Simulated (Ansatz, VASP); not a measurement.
# Ga12N11 (V_N) in two plane-wave programs, part 2 of 3

Aim: how closely do two programs agree when they are given the same cell, functional and k mesh? The cell is taken from a series of runs on this material, whose earlier steps may have relaxed, scaled, displaced or heated it; both programs get it as it stands.

VASP 6.6.1 and Ansatz 0.2.0.

So far: The structure; Ansatz: single point, r2SCAN, pair 1.

## (3) VASP: single point, r2SCAN, pair 1

Level of this step: r2SCAN, spin-polarised from a ferromagnetic start; plane waves and PAW (Ga_d, N) (VASP).

The same cell, functional and mesh now go to VASP, with its own data sets.

Lines of VASP's logs that name or quote its potential files are left out, and so is its time.

The input, INCAR:

```
SYSTEM = Ga12N11
PREC = Accurate
ENCUT = 580
EDIFF = 1E-06
NELM = 200
ISMEAR = 0
SIGMA = 0.01
LREAL = .FALSE.
ALGO = Normal
METAGGA = R2SCAN
LASPH = .TRUE.
NBANDS = 143
ISPIN = 2
MAGMOM = 0 0 0 0 0.03 0 0 0.03 0 0.01 0 0.02 0.01 0.02 0.01 0.03 0.03 0.02 0.03 0.03 0.02 0.02 0.03
LORBIT = 11
LWAVE = .FALSE.
LCHARG = .FALSE.
ISIF = 2
ISYM = 0
NUPDOWN = 1
GGA_COMPAT = .FALSE.
LMIXTAU = .TRUE.
KPAR = 4
```

The input, POSCAR:

```
Ga12N11
1.0
    0.0000000000      4.4981938865      4.4981938865
    4.4981938865      0.0000000000      4.4981938865
    6.7472908298      6.7472908298      0.0000000000
Ga N
12 11
Direct
    0.0010287403      0.0039121494      0.9973981498
    0.0009269325      0.0036525699      0.3286436747
    0.9991868150      0.0019726002      0.6680431787
    0.9977523709      0.4989638901      0.0008308403
    0.0278109239      0.4938809095      0.3237037597
    0.0000607994      0.4971464141      0.6679686350
    0.4961801275      0.0006028952      0.0007955851
    0.4910521370      0.0304864726      0.3236815076
    0.4944021849      0.0029328897      0.6679323115
    0.5000231193      0.5029469446      0.9982295516
    0.4918408388      0.4944898907      0.3262753554
    0.4820932881      0.4850031115      0.6975572411
    0.1242746893      0.1270422240      0.0817845419
    0.1220830631      0.1249441720      0.4170657646
    0.1236854734      0.1264602602      0.7491996976
    0.1217746604      0.6282861653      0.0817063918
    0.1218720883      0.6283546263      0.4170605753
    0.1221301641      0.6284908567      0.7479417150
    0.6254921115      0.1246421128      0.0816616434
    0.6256432574      0.1244965060      0.4170182374
    0.6256803397      0.1250659959      0.7478903486
    0.6247218578      0.6275428568      0.0825951432
    0.6253930010      0.6282639628      0.7478262311
```

The input, KPOINTS:

```
Points of the shifted mesh
8
Reciprocal
 0.2500000000  0.2500000000  0.2500000000 1
 0.2500000000  0.2500000000  0.7500000000 1
 0.2500000000  0.7500000000  0.2500000000 1
 0.2500000000  0.7500000000  0.7500000000 1
 0.7500000000  0.2500000000  0.2500000000 1
 0.7500000000  0.2500000000  0.7500000000 1
 0.7500000000  0.7500000000  0.2500000000 1
 0.7500000000  0.7500000000  0.7500000000 1
```

Potentials, in the order of the species: Ga_d and N (PBE family, release 64).

The run is started by

```
$ mpirun -np 4 vasp_std
```

Numbers of over 12 decimals in the logs are rounded to 6 here.

The log of the run:

```text
[banner, memory and clock lines left out]
running    4 mpi-ranks, on    1 nodes
 distrk:  each k-point on    1 cores,    4 groups
 distr:  one band on    1 cores,    1 groups

 POSCAR found type information on POSCAR GaN
 POSCAR found :  2 types and      23 ions
|                                                                             |
|               ----> ADVICE to this user running VASP <----                  |
|                                                                             |
|     You have a (more or less) 'large supercell' and for larger cells it     |
|     might be more efficient to use real-space projection operators.         |
|     Therefore, try LREAL= Auto in the INCAR file.                           |
|     Mind: For very accurate calculation, you might also keep the            |
|     reciprocal projection scheme (i.e. LREAL=.FALSE.).                      |
|                                                                             |

|                                                                             |
|               ----> ADVICE to this user running VASP <----                  |
|                                                                             |
|     You enforced a specific xc type in the INCAR file but a different       |
|     [... a line on the potential file left out ...]
|     I HOPE YOU KNOW WHAT YOU ARE DOING!                                     |
|                                                                             |

 LDA part: xc-table for (None), standard interpolation
 POSCAR, INCAR and KPOINTS ok, starting setup
 FFT: planning ... GRIDC
 FFT: planning ... GRID_SOFT
 FFT: planning ... GRID
 WAVECAR not read
 entering main loop
       N       E                     dE             d eps       ncg     rms          rms(c)
DAV:   1     0.319589173227E+04    0.31959E+04   -0.85128E+04  5207   0.301E+03
DAV:   2     0.588021761621E+03   -0.26079E+04   -0.23669E+04  4576   0.859E+02
DAV:   3    -0.195599193598E+03   -0.78362E+03   -0.72543E+03  5591   0.292E+02
DAV:   4    -0.296697215310E+03   -0.10110E+03   -0.98065E+02  5192   0.106E+02
DAV:   5    -0.304914296921E+03   -0.82171E+01   -0.81199E+01  6816   0.314E+01    0.246E+01
DAV:   6    -0.262591439346E+03    0.42323E+02   -0.49532E+01  7360   0.516E+01    0.747E+00
DAV:   7    -0.247336716262E+03    0.15255E+02   -0.13908E+01  5296   0.151E+01    0.570E+00
DAV:   8    -0.258859636206E+03   -0.11523E+02   -0.53025E+00  5424   0.248E+01    0.283E+00
DAV:   9    -0.246065770848E+03    0.12794E+02   -0.23823E+00  5088   0.108E+01    0.120E+00
DAV:  10    -0.248159339419E+03   -0.20936E+01   -0.92945E-01  4832   0.711E+00    0.454E-01
DAV:  11    -0.248352541785E+03   -0.19320E+00   -0.29586E-01  5584   0.269E+00    0.357E-01
DAV:  12    -0.248381540448E+03   -0.28999E-01   -0.25808E-02  6192   0.101E+00    0.303E-01
DAV:  13    -0.248403479416E+03   -0.21939E-01   -0.60854E-03  6112   0.164E+00    0.240E-01
DAV:  14    -0.248423486942E+03   -0.20008E-01   -0.11037E-02  5640   0.239E+00    0.208E-01
DAV:  15    -0.248422998241E+03    0.48870E-03   -0.90044E-03  6072   0.128E+00    0.615E-02
DAV:  16    -0.248423749305E+03   -0.75106E-03   -0.39992E-03  5232   0.550E-01    0.364E-02
DAV:  17    -0.248423479490E+03    0.26981E-03   -0.21219E-03  5632   0.309E-01    0.382E-02
DAV:  18    -0.248423487543E+03   -0.80534E-05   -0.22398E-04  5472   0.307E-01    0.233E-02
DAV:  19    -0.248424225237E+03   -0.73769E-03   -0.18228E-04  5664   0.169E-01    0.910E-03
DAV:  20    -0.248424253533E+03   -0.28296E-04   -0.14343E-04  5432   0.679E-02    0.851E-03
DAV:  21    -0.248424259671E+03   -0.61378E-05   -0.32089E-05  5016   0.523E-02    0.538E-03
DAV:  22    -0.248424251258E+03    0.84125E-05   -0.51949E-06  5640   0.353E-02    0.278E-03
DAV:  23    -0.248424247337E+03    0.39219E-05   -0.10754E-06  3288   0.234E-02    0.188E-03
DAV:  24    -0.248424246917E+03    0.41923E-06   -0.24660E-06  3736   0.901E-03
   1 F= -.24842425E+03 E0= -.24842425E+03  d E =-.404777E-29  mag=     1.0000
```

OUTCAR, selected parts (step 3):

```text
ion  position               nearest neighbor table
   1  0.001  0.004  0.997-  15 1.93  13 1.94  19 1.95  16 1.95
   2  0.001  0.004  0.329-  13 1.92  14 1.95  20 1.95  17 1.95
   3  0.999  0.002  0.668-  15 1.93  18 1.94  21 1.94  14 1.96
   4  0.998  0.499  0.001-  13 1.93  22 1.94  16 1.95  18 1.97
   5  0.028  0.494  0.324-  16 1.89  17 1.92  14 1.92
   6  0.000  0.497  0.668-  15 1.93  18 1.94  23 1.95  17 1.96
   7  0.496  0.001  0.001-  13 1.93  22 1.94  19 1.95  21 1.97
   8  0.491  0.030  0.324-  19 1.89  20 1.92  14 1.92
   9  0.494  0.003  0.668-  15 1.93  21 1.94  23 1.95  20 1.96
  10  0.500  0.503  0.998-  23 1.95  22 1.95  16 1.96  19 1.96
  11  0.492  0.494  0.326-  22 1.90  17 1.93  20 1.93
  12  0.482  0.485  0.698-  21 1.89  18 1.89  23 1.90
  13  0.124  0.127  0.082-   2 1.92   7 1.93   4 1.93   1 1.94
  14  0.122  0.125  0.417-   5 1.92   8 1.92   2 1.95   3 1.96
  15  0.124  0.126  0.749-   6 1.93   9 1.93   3 1.93   1 1.93
  16  0.122  0.628  0.082-   5 1.89   4 1.95   1 1.95  10 1.96
  17  0.122  0.628  0.417-   5 1.92  11 1.93   2 1.95   6 1.96
  18  0.122  0.628  0.748-  12 1.89   6 1.94   3 1.94   4 1.97
  19  0.625  0.125  0.082-   8 1.89   7 1.95   1 1.95  10 1.96
  20  0.626  0.124  0.417-   8 1.92  11 1.93   2 1.95   9 1.96
  21  0.626  0.125  0.748-  12 1.89   9 1.94   3 1.94   7 1.97
  22  0.625  0.628  0.083-  11 1.90   4 1.94   7 1.94  10 1.95
  23  0.625  0.628  0.748-  12 1.90   9 1.95   6 1.95  10 1.95

   k-points           NKPTS =      8   k-points in BZ     NKDIM =      8   number of bands    NBANDS=    143

   dimension x,y,z NGX =    50 NGY =   50 NGZ =   80
   dimension x,y,z NGXF=   100 NGYF=  100 NGZF=  160

   ENCUT  =  580.0 eV  42.63 Ry    6.53 a.u.  12.49 12.49 18.74*2*pi/ulx,y,z

   NELECT =     211.0000    total number of electrons

 k-points in reciprocal lattice and weights: Points of the shifted mesh
   0.25000000  0.25000000  0.25000000       0.125
   0.25000000  0.25000000  0.75000000       0.125
   0.25000000  0.75000000  0.25000000       0.125
   0.25000000  0.75000000  0.75000000       0.125
   0.75000000  0.25000000  0.25000000       0.125
   0.75000000  0.25000000  0.75000000       0.125
   0.75000000  0.75000000  0.25000000       0.125
   0.75000000  0.75000000  0.75000000       0.125

 average (electrostatic) potential at core
       1 -68.6182       2 -68.5069       3 -68.5485       4 -68.6385       5 -68.3350
       6 -68.5691       7 -68.6387       8 -68.3342       9 -68.5694      10 -68.6278
      11 -68.5240      12 -68.6419      13 -65.3815      14 -65.2098      15 -65.3584
      16 -65.3130      17 -65.2887      18 -65.3540      19 -65.3129      20 -65.2883
      21 -65.3541      22 -65.3582      23 -65.3110

 E-fermi :   6.2498

 spin component 1
 k-point     1 :       0.2500    0.2500    0.2500
  band No.  band energies     occupation
    ...
    102       3.7699      1.00000
    103       4.1974      1.00000
    104       4.2069      1.00000
    105       5.0080      1.00000
    106       8.0147      1.00000
    107       8.6772      0.00000
    108       9.0909      0.00000
    109       9.3530      0.00000
    110       9.4089      0.00000
    111       9.7647      0.00000
    ...

 k-point     2 :       0.2500    0.2500    0.7500
  band No.  band energies     occupation
    ...
    102       3.7469      1.00000
    103       3.7908      1.00000
    104       4.2474      1.00000
    105       5.3298      1.00000
    106       8.0844      1.00000
    107       8.6608      0.00000
    108       8.8481      0.00000
    109       9.3778      0.00000
    110       9.5021      0.00000
    111       9.7613      0.00000
    ...

 k-point     3 :       0.2500    0.7500    0.2500
  band No.  band energies     occupation
    ...
    102       3.5356      1.00000
    103       3.7270      1.00000
    104       3.9663      1.00000
    105       5.9828      1.00000
    106       7.9679      1.00000
    107       8.7818      0.00000
    108       8.9816      0.00000
    109       9.4155      0.00000
    110       9.9760      0.00000
    111      10.2478      0.00000
    ...

 k-point     4 :       0.2500    0.7500    0.7500
  band No.  band energies     occupation
    ...
    102       3.5358      1.00000
    103       3.7270      1.00000
    104       3.9662      1.00000
    105       5.9827      1.00000
    106       7.9680      1.00000
    107       8.7819      0.00000
    108       8.9818      0.00000
    109       9.4155      0.00000
    110       9.9759      0.00000
    111      10.2477      0.00000
    ...

 k-point     5 :       0.7500    0.2500    0.2500
  band No.  band energies     occupation
    ...
    102       3.5358      1.00000
    103       3.7270      1.00000
    104       3.9662      1.00000
    105       5.9827      1.00000
    106       7.9680      1.00000
    107       8.7819      0.00000
    108       8.9818      0.00000
    109       9.4155      0.00000
    110       9.9759      0.00000
    111      10.2477      0.00000
    ...

 k-point     6 :       0.7500    0.2500    0.7500
  band No.  band energies     occupation
    ...
    102       3.5356      1.00000
    103       3.7270      1.00000
    104       3.9663      1.00000
    105       5.9828      1.00000
    106       7.9679      1.00000
    107       8.7818      0.00000
    108       8.9816      0.00000
    109       9.4155      0.00000
    110       9.9760      0.00000
    111      10.2478      0.00000
    ...

  Total        9.0629423      9.0438820      7.3609669     -1.1387000     -1.1617638     -1.1862591
  in kB       53.1794731     53.0676314     43.1926331     -6.6816561     -6.8169901     -6.9607235
  external PRESSURE =      49.8132459 kB  Pullay stress =       0.0000000 kB

  energy-cutoff  :      580.00
  volume of cell :      273.05
      direct lattice vectors                 reciprocal lattice vectors
     0.000000000  4.498193887  4.498193887    -0.111155724  0.111155724  0.111155724
     4.498193887  0.000000000  4.498193887     0.111155724 -0.111155724  0.111155724
     6.747290830  6.747290830  0.000000000     0.074103816  0.074103816 -0.074103816

 POSITION                                       TOTAL-FORCE (eV/Angst)
 -----------------------------------------------------------------------------------
      6.74733      6.73436      0.02223         0.033699      0.050051     -0.498929
      2.23388      2.22162      0.02060         0.415883      0.428112     -0.311668
      4.51635      9.00202      4.50341        -0.446384     -0.434387      0.147892
      2.25004      4.49369      6.73252         0.352116     -0.198538      0.157805
      4.40570      2.30922      2.34667         1.473781     -0.994758     -1.788838
      6.74324      4.50725      2.23653        -0.053386     -0.545301      0.377473
      0.00808      2.23728      2.23463        -0.195303      0.347479      0.147704
      2.32111      4.39282      2.34598        -1.000658      1.479061     -1.788247
      4.51993      6.73065      2.23711        -0.534535     -0.056379      0.352811
      8.99770      8.98455      4.51155        -0.043577     -0.026663      0.088563
      4.42579      4.41387      4.43671         1.385243      1.386391      1.035291
      6.88826      6.87517      4.35019        -1.299029     -1.310909      1.607743
      1.12328      1.11084      1.13047        -0.120972     -0.129495      0.031439
      3.37609      3.36322      1.11118        -0.002115     -0.003004      0.119669
      5.62391      5.61143      1.12520         0.114005      0.105054     -0.037088
      3.37745      1.09906      3.37392        -0.658265     -0.071755      0.795052
      5.64049      3.36223      3.37467        -0.063348      0.099796      0.107693
      7.87365      5.59595      3.37644         0.569748      0.106069     -0.680769
      1.11166      3.36458      3.37425        -0.067474     -0.660952      0.792631
      3.37375      5.62801      3.37427         0.106100     -0.065683      0.111161
      5.60880      7.86067      3.37700         0.106501      0.570300     -0.680693
      3.38010      3.36741      5.63293        -0.415124     -0.419268     -0.124543
      7.87185      7.85894      5.63919         0.343092      0.344777      0.037846
 -----------------------------------------------------------------------------------
    total drift:                               -0.060307      0.041354     -0.006320

  FREE ENERGIE OF THE ION-ELECTRON SYSTEM (eV)
  ---------------------------------------------------
  free  energy   TOTEN  =      -248.4242469174 eV

  energy  without entropy=     -248.4242469174  energy(sigma->0) =     -248.42424692

 total charge
# of ion       s       p       d       tot
------------------------------------------
    1        0.761   0.888  10.196  11.845
    2        0.756   0.879  10.195  11.830
    3        0.756   0.881  10.196  11.833
    4        0.763   0.886  10.194  11.843
    5        0.817   0.864  10.140  11.822
    6        0.757   0.883  10.196  11.836
    7        0.763   0.886  10.194  11.843
    8        0.817   0.864  10.140  11.822
    9        0.757   0.883  10.196  11.836
   10        0.775   0.876  10.189  11.840
   11        0.805   0.842  10.139  11.787
   12        0.809   0.869  10.159  11.838
   13        1.235   2.560   0.000   3.795
   14        1.249   2.524   0.000   3.774
   15        1.234   2.565   0.000   3.799
   16        1.243   2.540   0.000   3.783
   17        1.244   2.532   0.000   3.775
   18        1.242   2.545   0.000   3.787
   19        1.243   2.540   0.000   3.783
   20        1.244   2.532   0.000   3.775
   21        1.242   2.545   0.000   3.787
   22        1.244   2.544   0.000   3.788
   23        1.242   2.544   0.000   3.786
--------------------------------------------------
tot         22.999  38.475 122.135 183.609

 magnetization (x)
# of ion       s       p       d       tot
------------------------------------------
    1        0.005   0.002  -0.000   0.007
    2        0.004   0.001   0.000   0.006
    3        0.004   0.002   0.000   0.006
    4        0.007   0.002   0.001   0.009
    5        0.047   0.058   0.002   0.107
    6        0.004   0.002   0.000   0.006
    7        0.007   0.002   0.001   0.009
    8        0.047   0.058   0.002   0.107
    9        0.004   0.002   0.000   0.006
   10        0.012   0.002   0.003   0.016
   11        0.006  -0.008   0.005   0.002
   12        0.028   0.034   0.005   0.067
   13        0.006   0.009   0.000   0.014
   14        0.018   0.002   0.000   0.020
   15        0.005   0.009   0.000   0.014
   16        0.012   0.012   0.000   0.024
   17        0.011   0.023   0.000   0.033
   18        0.012   0.011   0.000   0.023
   19        0.012   0.012   0.000   0.024
   20        0.011   0.023   0.000   0.033
   21        0.012   0.011   0.000   0.023
   22        0.011   0.006   0.000   0.017
   23        0.011   0.022   0.000   0.033
--------------------------------------------------
tot          0.297   0.294   0.018   0.610

[... 6 further parts left out ...]
```

The run ends at a pressure of 4.98 GPa, with forces up to 2.5 eV/Å.

## (4) Side by side

Known differences besides the potentials themselves: VASP starts from the moments at which Ansatz ended; VASP keeps PBE cores, Ansatz makes them for the functional; fixed occupations in Ansatz, narrow Gaussian smearing in VASP; the cutoff is 500 eV in Ansatz and 580 eV in VASP; site moments are counted in spheres of each program's own size. Total energies have different zeros and are not compared.

Both answers:

```csv
quantity,Ansatz,VASP,difference
"total moment, fixed by the input (μB)",1.00,1.00,0.00
moment on Ga8 (μB),0.03,0.11,-0.08
moment on Ga5 (μB),0.03,0.11,-0.08
moment on Ga12 (μB),0.02,0.07,-0.05
```

Forces on 7 of the 23 atoms, those with the largest forces and the largest differences (eV/Å; atoms numbered as in POSCAR):

```csv
atom,"Ansatz x, y, z","VASP x, y, z"
Ga5,"1.433, -0.973, -1.747","1.474, -0.995, -1.789"
Ga8,"-0.971, 1.436, -1.743","-1.001, 1.479, -1.788"
Ga11,"1.348, 1.347, 1.007","1.385, 1.386, 1.035"
Ga12,"-1.271, -1.271, 1.572","-1.299, -1.311, 1.608"
N16,"-0.650, -0.061, 0.785","-0.658, -0.072, 0.795"
N19,"-0.057, -0.652, 0.782","-0.067, -0.661, 0.793"
N21,"0.120, 0.559, -0.669","0.107, 0.570, -0.681"
```

The forces differ by 18 meV/Å r.m.s., which is 2.6 % of the r.m.s. force of 0.665 eV/Å (both taken over all components).

## (5) Ansatz: single point, r2SCAN, pair 2

A single point gives forces, pressure and levels at one fixed geometry, so differences don't come from the geometry; what else differs is listed under the comparison.

The cell is taken from a series of runs on this material, whose earlier steps may have relaxed, scaled, displaced or heated it; both programs get it as it stands.

The input, input.yaml:

```yaml
crystal:
  checkpoint: "../qp3.relax.run"
  host: checkpoint
basis:
  ecutwfc: 500
  xc_grid: 2
hamiltonian:
  xc: r2scan
  pseudopotentials: { kind: paw, azcp: { folder: soft_1 } }
kpoints:
  mp_grid: { grid: [2, 2, 2], shift: [0.5, 0.5, 0.5] }
scf:
  occupations: { method: fixed }
  max_iter: 100
output:
  forces: true
  eigenvalues: true
  charged_corrections: { defect_position: [0.625, 0.625, 0.416667] }
checkpoint:
  read: "../qp3.relax.run"
  write: "../qp3.point_neutral.run"
  compress: false
  write_wavefunctions: false
  write_every: 100000
magnetization:
  spin_polarized: true
  initial_magnetization: 1
  spin_locking: { lock_magnetization: hard }
```

The run is started by

```
$ ansatz run input.yaml --threads 4 --pin off --max-ram 7536MiB --backend cpu --events-out ev --progress --plain --runs-dir out
```

The log of the run:

```text
[...]
Crystal: 23 atoms, lattice volume = 273.046 Å³
Basis set: ecut = 500 eV, 6939 PW (Γ), exchange–correlation on 96×96×144 points (8 copies of the dense FFT grid, shifted against one another)
Bands: 129, of which v1, the nominal top of the filled ones, is band 106 counted from 1 (105 counted from 0)
Symmetry: 1 space group operations
[...]
k-point 0 ↑: bands = [... 102 lower, 8.3902, 8.4218, 10.0034, 11.8817, 13.1182, 13.3851, 13.6603, 13.9690, ... 19 higher]
  k-point 1 ↑: bands = [... 102 lower, 8.0320, 8.4528, 10.2455, 12.3372, 12.6484, 13.2260, 13.6473, 13.7600, ... 19 higher]
  k-point 2 ↑: bands = [... 102 lower, 7.9537, 8.1788, 11.0470, 12.7052, 12.8884, 13.5312, 13.7182, 13.9512, ... 19 higher]
  k-point 3 ↓: bands = [... 102 lower, 8.0024, 8.2158, 11.2071, 13.1559, 13.5115, 13.6806, 13.9341, 14.1196, ... 19 higher]
[key lines of the parts left out:]
SCF converged after 19 iterations
Magnetization: 1.0000 μB (106.0000 up, 105.0000 down)
Free energy (F): -49725.229110 eV
Fermi energy:    12.519115 (↑ 12.705265, ↓ 11.207117) eV
```

[end of part 2 of 3]

[Lines on the potential files, build, host, timing and source positions are cut from VASP's logs without a mark.]

[Logs are printed without paths, hosts, clocks, repeated set-up lines and the standing remarks that a program may print on its own settings, such as how far it seeks lower states.]

[Hosts, paths, dates, database ids (printed as entryN), source tags and the programs' standing remarks are cut or masked in the printed files.]
